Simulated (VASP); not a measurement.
Given:

```
LiI
1.0
    0.00000     2.95138     2.95138
    2.95138     0.00000     2.95138
    2.95138     2.95138     0.00000
Li I
1 1
Direct
  0.00000   0.00000   0.00000
  0.50000   0.50000   0.50000
```

These are PBEsol GGA, VASP's PBE PAW potentials (set 64) (plane waves; VASP) values and carry that method's errors. Run with 520 eV cut-off, Gaussian smearing of 0.050 eV, potentials Li_sv I.

Unless said otherwise, spin-orbit coupling is left out, though it shifts the bands of the heavy elements here.

**Question.** Give the energies of bands 3 to 8 at the high-symmetry points, in eV from the valence-band maximum.

**Answer.** 
| band | Γ | X | U | L | W |
|---|---|---|---|---|---|
| 3 | -0.01 | -3.22 | -2.81 | -3.28 | -2.46 |
| 4 | -0.01 | -1.35 | -2.18 | -0.32 | -2.46 |
| 5 | -0.01 | -1.35 | -1.04 | -0.32 | -1.42 |
| 6 | 4.35 | 4.31 | 4.78 | 4.43 | 6.18 |
| 7 | 8.18 | 5.17 | 7.03 | 6.10 | 6.73 |
| 8 | 8.18 | 10.64 | 8.41 | 6.10 | 7.91 |

The gap is indirect, 4.31 eV, from the valence maximum at K-Γ at 0.79 to the conduction minimum at X.

Measured: gap 6.40 eV (computed value off by -2.09 eV), as given by Aguado et al., (1998), arXiv:cond-mat/9809176.

The compound is LiI in the rock salt structure. It was relaxed first, which changed the volume by -6 %.
